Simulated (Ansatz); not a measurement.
Runs of Ansatz 0.2.0 on Zr. Symmetry: P6_3/mmc, No. 194, hexagonal system. The conventional cell has a = 3.232 Å, b = 3.232 Å, c = 5.147 Å, α = 90.00°, β = 90.00°, γ = 120.00°. Zr (site symmetry -6m2) has 12 Zr at 3.18 to 3.23 Å as nearest neighbours. 

```tsv
task	level	potentials or basis	spin	cell	k mesh	cutoff (eV)	smearing	pressure (GPa)	relaxed volume (Å³/atom)
band structure	LDA	all-electron LAPW, relativistic spinors	SOC, no magnetisation	as given	7 × 7 × 4	176	fermi-dirac 0.05 eV	-6.0	-
relaxation of cell and atoms	PBEsol	all-electron LAPW, scalar-relativistic	off	relaxed	9 × 9 × 5	-	fermi-dirac 0.05 eV	0.0	22.47
single point	RPBE	all-electron LAPW, scalar-relativistic	off	as given	9 × 9 × 5	174	gaussian 0.1 eV	2.7	-
relaxation of cell and atoms	revPBE+D3(BJ)	all-electron LAPW, scalar-relativistic	off	relaxed	9 × 9 × 5	-	fermi-dirac 0.05 eV	0.0	(a)
```

Alike in all rows: basis error allowed 0.001 eV/atom.

Question: Estimate the missing entries.

Answer: (a) 22.09.

Caveats: the k mesh is thin for a metal, which can move the energy by tens of meV per atom (some runs).

Runs at the PBE level aren't shown here.
